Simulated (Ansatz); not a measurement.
AlN, before and after

The cell of AlN is invented: 5-connected net, two elements spread over the vertices (P1, No. 1). Lengths were set from tabulated atomic sizes, so they are only a guess.

start:

Space group P1 (No. 1). a = 3.029 Å, b = 4.420 Å, c = 4.420 Å, α = 120.00°, β = 90.00°, γ = 90.00°
```csv
atom,site,symmetry,x,y,z
Al,1a,1,0.8488,0.2333,0.1671
Al,1a,1,0.3463,0.4984,0.3954
Al,1a,1,0.0130,0.6046,0.1030
N,1a,1,0.5155,0.8329,0.0661
N,1a,1,0.1821,0.9339,0.7667
N,1a,1,0.6797,0.8970,0.5016
```

All numbers below come from DFT PBE, scalar-relativistic, plane waves, PAW (Ansatz). Cutoff 420 eV, Gaussian smearing, Γ-centred meshes. Cell and atoms relax first on a coarse mesh and then on a converged one. In between, the cell is made exact in the group found at 0.06 Å. The steps can't lower the symmetry of their start. No spin polarisation in the relaxation; trial moments died out in a coarse test.

end:

Space group P1 (No. 1). a = 3.258 Å, b = 4.780 Å, c = 4.890 Å, α = 61.21°, β = 83.20°, γ = 86.33°
```json
{"atom": "Al", "site": "1a", "symmetry": "1", "x": "0.3322", "y": "0.8967", "z": "0.9060"}
{"atom": "Al", "site": "1a", "symmetry": "1", "x": "0.5814", "y": "0.1459", "z": "0.2721"}
{"atom": "Al", "site": "1a", "symmetry": "1", "x": "0.9343", "y": "0.5026", "z": "0.4855"}
{"atom": "N", "site": "1a", "symmetry": "1", "x": "0.4409", "y": "0.7426", "z": "0.3368"}
{"atom": "N", "site": "1a", "symmetry": "1", "x": "0.9803", "y": "0.2669", "z": "0.9182"}
{"atom": "N", "site": "1a", "symmetry": "1", "x": "0.1456", "y": "0.4453", "z": "0.0815"}
```

The symmetry stays P1 (No. 1). The volume per atom grows by 29.3 %, from 8.5 to 11.0 Å³. The shortest distance goes from 1.87 Å (Al–N, Al–Al and N–N) to 1.57 Å (N–N). The energy falls by about 3.8 eV/atom (the start's value is from the coarse mesh). The end is written in a standard setting, so origin, axes and order of atoms can differ from the start's.

```yaml
Volume_per_atom: 11.04 Å³
Density: 3.08 g/cm³
Energy_over_the_elements: −0.376 eV/atom
Gap_on_the_8×6×6_mesh_of_the_6-atom_cell: 0.67 eV
```

The zero of energy is the elements' standard structures at the same level (N₂ as a molecule); no fitted shifts are applied.

The last run used Gaussian smearing of 0.02 eV. In all, the 3 runs took 7.5 min on 1 thread of Arm Neoverse V1, on a shared host. Another cell of AlN relaxed alike, in P6_3mc, lies 0.98 eV/atom lower, so this cell isn't the stable form at this level.
